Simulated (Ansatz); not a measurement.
**Strain response of Y**

Level of theory: Ansatz 0.2.0, DFT PBEsol, scalar-relativistic, plane waves, PAW. Settings: 420 eV cutoff, 14×14×10 k-mesh, Gaussian smearing of 0.10 eV, no spin polarisation.

Starting point, cell and atoms relaxed:

```
Y
1.0
     2.48847    2.48847    0.00000
    -2.48847    2.48847    0.00000
     0.00000    0.00000    4.97694
Y
2
Direct
  0.00000 0.00000 0.00000
  0.50000 0.50000 0.50000
```

Deformation: all cell vectors scaled alike, the atoms relaxed, all within the symmetry that the strain leaves. Energies are extrapolated to zero smearing.

| strain (%) | ΔE (meV/atom) | a (Å) | b (Å) | c (Å) |
| --- | --- | --- | --- | --- |
| -3.0 | 34.2 | 3.414 | 3.414 | 4.828 |
| -2.0 | 14.6 | 3.449 | 3.449 | 4.877 |
| -1.0 | 3.4 | 3.484 | 3.484 | 4.927 |
| +0.0 | 0.0 | 3.519 | 3.519 | 4.977 |
| +1.0 | 3.9 | 3.554 | 3.554 | 5.027 |
| +2.0 | 14.5 | 3.590 | 3.590 | 5.076 |
| +3.0 | 31.5 | 3.625 | 3.625 | 5.126 |

Task: What stiffness (1/V) d²E/dε² at zero strain does a cubic fit over all points give?

Result: A cubic fit gives (1/V) d²E/dε² = 379 GPa at zero strain (nine times the bulk modulus at fixed shape).

This fcc form isn't the element's structure at ambient conditions.